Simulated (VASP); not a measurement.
Si: single point with PBE

The system is Si.

```
Si
1.0
     0.00000    2.72185    2.72185
     2.72185    0.00000    2.72185
     2.72185    2.72185    0.00000
Si
2
Direct
  0.50000 0.50000 0.50000
  0.75000 0.75000 0.75000
```

* Program: VASP 6.6.1
* Task: single point
* Functional: PBE
* Potentials or basis: VASP PAW PBE potentials, release 64 (Si)
* Cutoff: 520 eV
* k mesh: 8 × 8 × 8
* Occupations: gaussian, width 0.029 eV
* Spin: no spin polarisation
* Further INCAR settings: ALGO = Fast; EDIFF = 1e-06

The pressure is 1.3 GPa. The band gap on the k mesh is 0.63 eV, indirect (least direct gap 2.56 eV).

Levels at points of the mesh, in eV from the valence-band top:
| k point | band 1 | band 2 | band 3 | band 4 | band 5 | band 6 | band 7 | band 8 |
| --- | --- | --- | --- | --- | --- | --- | --- | --- |
| (0.00, 0.00, 0.00) | -11.91 | 0.00 | 0.00 | 0.00 | 2.56 | 2.56 | 2.56 | 3.29 |
| (0.50, 0.00, 0.00) | -9.60 | -6.93 | -1.19 | -1.19 | 1.52 | 3.34 | 3.34 | 7.72 |
| (0.50, 0.50, 0.00) | -7.79 | -7.79 | -2.83 | -2.83 | 0.72 | 0.72 | 10.05 | 10.05 |

Wall time 6.1 s on 1 thread of Intel(R) Xeon(R) 6975P-C (Granite Rapids), on a shared host, peak memory 0.15 GiB.

A k mesh can miss the band edges. A hybrid or GW would open this gap; PBE tends to underestimate it.
